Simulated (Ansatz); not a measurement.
Ionic part of the dielectric constant of HfO2 at 35 GPa, mode by mode

The calculation used DFT PBEsol, scalar-relativistic, plane waves, PAW in Ansatz. Plane waves to 420 eV; Γ-centred k mesh 8×8×6; fixed occupations. No spin polarisation. Phonons by linear response, acoustic sum rule imposed.

It takes space group P4_2/nmc (No. 137, tetragonal). The conventional cell has a = 3.443 Å, b = 3.443 Å, c = 4.885 Å, α = 90.00°, β = 90.00°, γ = 90.00°. Around Hf (site symmetry -4m2) lie 8 O at 2.05 to 2.17 Å. O (site symmetry 2mm) is surrounded by 4 Hf at 2.05 to 2.17 Å.

Spin–orbit coupling is left out, which matters for heavy elements. Other phases may be more stable at this pressure.

The primitive cell has V = 57.89 Å³ and ε∞,yy = 5.382. Each polar mode adds Δε = (4.92064×10⁷/V)·S/ν² along y, with S its oscillator strength in e²/amu, ν in cm⁻¹ and V in Å³.

Q: From these modes, find each Δε and ε0,yy.
```json
{"ν (cm⁻¹)": "277.8", "S_yy (e²/amu)": "1.332"}
{"ν (cm⁻¹)": "469.1", "S_yy (e²/amu)": "1.006"}
```

A:
```csv
ν (cm⁻¹),Δε
277.8,14.68
469.1,3.89
```

The sum is 18.562, so ε0,yy = 23.94; the run's tensor has 23.94.

This fluorite-type form isn't the usual stable structure of the compound at low pressure.

Cost: 1 run of about 5.9 core-minutes, on Intel Xeon 6975P-C (Granite Rapids) (shared hosts).